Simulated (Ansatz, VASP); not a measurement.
BaS: VASP beside Ansatz

File INCAR:

```
  ALGO = Fast
  EDIFF = 1E-6
  EDIFFG = -0.02
  ENCUT = 600
  GGA = PS
  IBRION = 2
  ISIF = 3
  ISMEAR = -1
  IVDW = 12
  LASPH = True
  LCHARG = False
  LREAL = False
  LWAVE = False
  NELM = 100
  NSW = 60
  PREC = Accurate
  SIGMA = 0.05
```

KPOINTS

```
k-points
0
Gamma
  7 7 7
```

Contents of POSCAR:

```
BaS
1.0
    0.0000000000      3.1937500000      3.1937500000
    3.1937500000      0.0000000000      3.1937500000
    3.1937500000      3.1937500000      0.0000000000
Ba S
1 1
Direct
    0.0000000000      0.0000000000      0.0000000000
    0.5000000000      0.5000000000      0.5000000000
```

The input input.yaml:

```yaml
crystal:
  lattice:
    - [0.0, 3.19375, 3.19375]
    - [3.19375, 0.0, 3.19375]
    - [3.19375, 3.19375, 0.0]
  atoms:
    - { symbol: Ba, position: [0.0, 0.0, 0.0] }
    - { symbol: S, position: [0.5, 0.5, 0.5] }
hamiltonian:
  xc: pbesol
  pseudopotentials: { kind: paw }
  dispersion: d3bj
kpoints:
  mp_grid: { grid: [7, 7, 7] }
scf:
  occupations: { method: fermi_dirac, width: 0.05 }
output:
  forces: true
  stress: true
relax:
  f_tol: 0.01
  max_steps: 40
  cell: { stress_tol: 0.05 }
```

Alike in both runs: task relaxation of cell and atoms; functional PBEsol; dispersion D3(BJ); k mesh 7 × 7 × 7; occupations fermi-dirac, width 0.05 eV; no spin polarisation.

```csv
,VASP,Ansatz
version,VASP 6.6.1,Ansatz 0.2.0
potentials or method,"VASP PAW PBE potentials, release 64 (Ba_sv, S)",Ansatz PAW
plane-wave cutoff (eV),600,420
valence electrons in the cell,16,16
```

Ansatz gave:

* relaxed volume (Å³/atom): 30.63
* relaxed cell length with the largest relative difference (Å): 4.425
* energy change over the relaxation (meV/atom): -17

Problem. Estimate VASP's values.

Solution. Relaxed volume (Å³/atom): 31.10; relaxed cell length with the largest relative difference (Å): 4.447; energy change over the relaxation (meV/atom): -10.

Caveats: the PAW data sets were made with another functional, which shifts forces and pressure a little (VASP); the plane-wave basis is chosen anew once the cell has moved, so the energies of steps on either side of that aren't comparable (Ansatz); the PAW data sets come from PBE, with cores solved anew for the run's functional, which leaves a small shift of forces and pressure (Ansatz). A k mesh can miss the band edges.
